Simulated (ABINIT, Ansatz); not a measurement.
# KCl (Sylvite): G0W0 with ABINIT, start to end

Wanted: ground state, empty states, screening and self-energy for KCl (Sylvite).

Main program and level: ABINIT 10.8.3; PBE and many-body steps on it, plane waves.

## Step 1: Set-up

The structure is cubic, space group Fm-3m (No. 225). Conventional cell: a = 6.293 Å, b = 6.293 Å, c = 6.293 Å, α = 90.00°, β = 90.00°, γ = 90.00°. Nearest to K lie 6 Cl at 3.15 Å. Nearest to Cl lie 6 K at 3.15 Å. Farther neighbours and most contacts between anions are not listed.

The cell and positions come from the Crystallography Open Database and are kept as given unless a step says otherwise.

## Step 2: Ground state

This step: ABINIT 10.8.3; DFT, PBE, plane waves, norm-conserving pseudopotentials.

The ground-state density comes first.

run.abi

```
acell 3*1.0 Angstrom
rprim 
  -0.000000000000 3.146470000000 3.146470000000
  3.146470000000 0.000000000000 3.146470000000
  3.146470000000 3.146470000000 -0.000000000000
ntypat 2
znucl 19 17
natom 2
typat 1 2
xred 
  0.000000000000 0.000000000000 0.000000000000
  0.500000000000 0.500000000000 0.500000000000
pp_dirpath "pseudos"
pseudos "K.upf, Cl.upf"
ecut 33
ngkpt 6 6 6
nshiftk 1
shiftk 0 0 0
kptopt 1
chksymbreak 0
nband 13
occopt 1
tolvrs 1e-10
nstep 60
prtwf 0
optforces 0
optstress 0
indata_prefix "in"
outdata_prefix "out"
tmpdata_prefix "tmp"
```

Command:

```
OMP_NUM_THREADS=1 mpirun -n 4 abinit run.abi > log
```

Numbers of over 12 decimals in the logs are rounded to 6 here.

The program printed:

```text
.Version 10.8.3 of ABINIT. v10.8.2 released Aug 2026.

 Symmetries : space group Fm -3 m (#225); Bravais cF (face-center cubic)
================================================================================
 Values of the parameters that define the memory need of the present run
     intxc =       0    ionmov =       0      iscf =       7    lmnmax =       6
     lnmax =       6     mgfft =      45  mpssoang =       3    mqgrid =    3001
     natom =       2  nloc_mem =       1    nspden =       1   nspinor =       1
    nsppol =       1      nsym =      48    n1xccc =    2501    ntypat =       2
    occopt =       1   xclevel =       2
-    mband =          13        mffmem =           1         mkmem =           4
       mpw =        3823          nfft =       91125          nkpt =          16
================================================================================
  Rough estimation (10% accuracy) of disk space for files :
================================================================================

--------------------------------------------------------------------------------
------------- Echo of variables that govern the present computation ------------
--------------------------------------------------------------------------------
 -outvars: echo values of preprocessed input variables --------
            acell      1.8897261259E+00  1.8897261259E+00  1.8897261259E+00 Bohr

      chksymbreak           0
             ecut      3.30000000E+01 Hartree
-          fftalg         312

              ixc     -101130
              kpt      0.00000000E+00  0.00000000E+00  0.00000000E+00
                       1.66666667E-01  0.00000000E+00  0.00000000E+00
                       3.33333333E-01  0.00000000E+00  0.00000000E+00
                       5.00000000E-01  0.00000000E+00  0.00000000E+00
                       1.66666667E-01  1.66666667E-01  0.00000000E+00
                       3.33333333E-01  1.66666667E-01  0.00000000E+00
                       5.00000000E-01  1.66666667E-01  0.00000000E+00
                      -3.33333333E-01  1.66666667E-01  0.00000000E+00
                      -1.66666667E-01  1.66666667E-01  0.00000000E+00
   [... 5 further rows ...]
                      -3.33333333E-01  3.33333333E-01  1.66666667E-01
                      -3.33333333E-01  5.00000000E-01  1.66666667E-01
         kptrlatt        6    0    0      0    6    0      0    0    6
          kptrlen      5.04531993E+01
P           mkmem           4
            natom           2
            nband          13
            ngfft          45      45      45
             nkpt          16
            nstep          60
             nsym          48
           ntypat           2
              occ      2.000000  2.000000  2.000000  2.000000  2.000000  2.000000
                       2.000000  2.000000  0.000000  0.000000  0.000000  0.000000
                       0.000000
        optforces           0
        optstress           0
            prtwf           0
            rprim     -0.0000000000E+00  3.1464700000E+00  3.1464700000E+00
[...]
spgroup         225

           tolvrs      1.00000000E-10

             xred      0.0000000000E+00  0.0000000000E+00  0.0000000000E+00
[...]
znucl       19.00000   17.00000

================================================================================

 chkinp: Checking input parameters for consistency.

================================================================================
== DATASET  1 ==================================================================
-   mpi_nproc: 4, omp_nthreads: 1 (-1 if OMP is not activated)

--- !DatasetInfo
iteration_state: {dtset: 1, }
dimensions: {natom: 2, nkpt: 16, mband: 13, nsppol: 1, nspinor: 1, nspden: 1, mpw: 3823, }
cutoff_energies: {ecut:  33.0, pawecutdg:  -1.0, }
electrons: {nelect:   1.60000000E+01, charge:   0.00000000E+00, occopt:   1.00000000E+00, tsmear:   1.00000000E-02, }

 Real(R)+Recip(G) space primitive vectors, cartesian coordinates (Bohr,Bohr^-1):
 R(1)=  0.0000000  5.9459666  5.9459666  G(1)= -0.0840906  0.0840906  0.0840906
 R(2)=  5.9459666  0.0000000  5.9459666  G(2)=  0.0840906 -0.0840906  0.0840906
 R(3)=  5.9459666  5.9459666  0.0000000  G(3)=  0.0840906  0.0840906 -0.0840906
 Unit cell volume ucvol=  4.2043357E+02 bohr^3
 Angles (23,13,12)=  6.00000000E+01  6.00000000E+01  6.00000000E+01 degrees

 getcut: wavevector=  0.0000  0.0000  0.0000  ngfft=  45  45  45
         ecut(hartree)=     33.000   => boxcut(ratio)=   2.02345

--- Pseudopotential description ------------------------------------------------
- K Generated using ONCVPSP code by D. R. Hamann
- 19.00000   9.00000  171031                  znucl, zion, pspdat
12 -101130 2 -1 2222                          pspcod,pspxc,lmax,lloc,mmax
     nproj     2     2     2
  pspatm : epsatm=    8.42413758
         --- l  ekb(1:nproj) -->
[...]
pspatm: atomic psp has been read  and splines computed

- Cl Generated using ONCVPSP code by D. R. Hamann
- 17.00000   7.00000  171031                  znucl, zion, pspdat
12 -101130 2 -1 1028                          pspcod,pspxc,lmax,lloc,mmax
     nproj     2     2     2
  pspatm : epsatm=    9.12776517
         --- l  ekb(1:nproj) -->
[...]
2   -2.938609   -0.805455
 pspatm: atomic psp has been read  and splines computed

   2.80830444E+02                                ecore*ucvol(ha*bohr**3)
--------------------------------------------------------------------------------

_setup2: Arith. and geom. avg. npw (full set) are    3805.801    3805.789

================================================================================

--- !BeginCycle
iteration_state: {dtset: 1, }
solver: {iscf: 7, nstep: 60, nline: 4, wfoptalg: 0, }
tolerances: {tolvrs: 1.00E-10, }

     iter   Etot(hartree)      deltaE(h)  residm     vres2
 ETOT  1  -46.572690663610    -4.657E+01 7.370E-02 1.561E+02
 ETOT  2  -46.596654800576    -2.396E-02 9.852E-03 1.309E+01
 ETOT  3  -46.598321616511    -1.667E-03 3.702E-03 1.157E+00
 ETOT  4  -46.598367069413    -4.545E-05 3.358E-03 6.410E-02
 ETOT  5  -46.598368205033    -1.136E-06 1.372E-03 9.405E-04
 ETOT  6  -46.598368229972    -2.494E-08 1.022E-03 8.148E-06
 ETOT  7  -46.598368230966    -9.940E-10 1.084E-03 5.356E-07
 ETOT  8  -46.598368231011    -4.532E-11 5.155E-04 5.823E-09
 ETOT  9  -46.598368231013    -1.620E-12 5.050E-04 3.055E-10
 ETOT 10  -46.598368231013     2.629E-13 2.059E-04 2.537E-12

 At SCF step   10       vres2   =  2.54E-12 < tolvrs=  1.00E-10 =>converged.

--- !ResultsGS
iteration_state: {dtset: 1, }
comment   : Summary of ground state results
lattice_vectors:
- [ -0.0000000,   5.9459666,   5.9459666, ]
- [  5.9459666,   0.0000000,   5.9459666, ]
- [  5.9459666,   5.9459666,  -0.0000000, ]
lattice_lengths: [   8.40887,    8.40887,    8.40887, ]
lattice_angles: [ 60.000,  60.000,  60.000, ] # degrees, (23, 13, 12)
lattice_volume:   4.2043357E+02
convergence: {deltae:  2.629E-13, res2:  2.537E-12, residm:  2.059E-04, diffor:  0.000E+00, }
etotal    :  -4.65983682E+01
entropy   :   0.00000000E+00
fermie    :  -8.50435789E-03
cartesian_stress_tensor: null
pressure_GPa: null
xred      :
- [  0.0000E+00,   0.0000E+00,   0.0000E+00,  K]
- [  5.0000E-01,   5.0000E-01,   5.0000E-01, Cl]
cartesian_forces: null
force_length_stats: {min: null, max: null, mean: null, }

 Integrated electronic density in atomic spheres:
 ------------------------------------------------
 Atom  Sphere_radius  Integrated_density
    1        2.00000          6.91065232
    2        2.00000          5.11724944
================================================================================

 ----iterations are completed or convergence reached----

 Mean square residual over all n,k,spin=   31.548E-07; max=  20.590E-05
 reduced coordinates (array xred) for    2 atoms
       0.000000000000      0.000000000000      0.000000000000
       0.500000000000      0.500000000000      0.500000000000
 rms dE/dt=  0.0000E+00; max dE/dt=  0.0000E+00; dE/dt below (all hartree)
    1       0.000000000000      0.000000000000      0.000000000000
    2       0.000000000000      0.000000000000      0.000000000000

 cartesian coordinates (angstrom) at end:
    1      0.000000     0.000000     0.000000
    2      3.146470     3.146470     3.146470
 length scales=  1.889726125908  1.889726125908  1.889726125908 bohr
              =  1.000000000000  1.000000000000  1.000000000000 angstroms
 prteigrs : about to open file out_EIG
 Fermi (or HOMO) energy (hartree) =  -0.00850   Average Vxc (hartree)=  -0.28070
 Eigenvalues (hartree) for nkpt=  16  k points:
 kpt#   1, nband= 13, wtk=  0.00463, kpt=  0.0000  0.0000  0.0000 (reduced coord)
  -1.00793   -0.45382   -0.40010   -0.40010   -0.40010   -0.00850   -0.00850   -0.00850
   0.18221    0.29896    0.29896    0.29896    0.33049
 prteigrs : prtvol=0 or 1, do not print more k-points.

--- !EnergyTerms
iteration_state     : {dtset: 1, }
comment             : Components of total free energy in Hartree
kinetic             :  1.59178987439085E+01
hartree             :  9.94220084209927E+00
xc                  : -1.09376488268506E+01
Ewald energy        : -3.08334400012199E+01
psp_core            :  6.67954381446766E-01
local_psp           : -3.77938247955445E+01
non_local_psp       :  6.43849142514780E+00
total_energy        : -4.65983682310126E+01
total_energy_eV     : -1.26800619636654E+03
band_energy         : -5.47274576955770E+00

== END DATASET(S) ==============================================================
================================================================================

 -outvars: echo values of variables after computation  --------
           etotal     -4.6598368231E+01
            nband          13
             nkpt          16
          spgroup         225
 [... the other variables as echoed above ...]

 Calculation completed.
```

Elapsed: 13 s, on 4 MPI ranks of Intel Xeon 6975P-C (Granite Rapids), shared host; peak memory 0.35 GiB.

Numbers from this step:

* total energy: -1268.0062 eV
* gap: 5.189 eV
* k of the valence top: 0, 0, 0
* k of the conduction bottom: 0, 0, 0
* least direct gap: 5.189 eV

The gap is direct, at Γ.

[end of part 1 of 3]

[Paths, hosts, dates, memory and timing lines, banners, echoed tables and standing remarks are left out of the program output.]

[Logs are printed without paths, hosts, clocks, repeated set-up lines and the standing remarks that a program may print on its own settings, such as how far it seeks lower states.]

[Runs of the session that timed out or met a known fault of the program may be left out.]

[Hosts, paths, dates, database ids (printed as entryN), source tags and the programs' standing remarks are cut or masked in the printed files.]

[G0W0 gaps are taken among the corrected bands and points alone; a level outside them can change the order at an edge.]

[Where Ansatz stands beside ABINIT at settings called matched, ABINIT's density can come from a denser mesh and the files from another edition; pairs whose starting gaps differed by over 0.03 eV were left out, so agreement reads better than it is.]
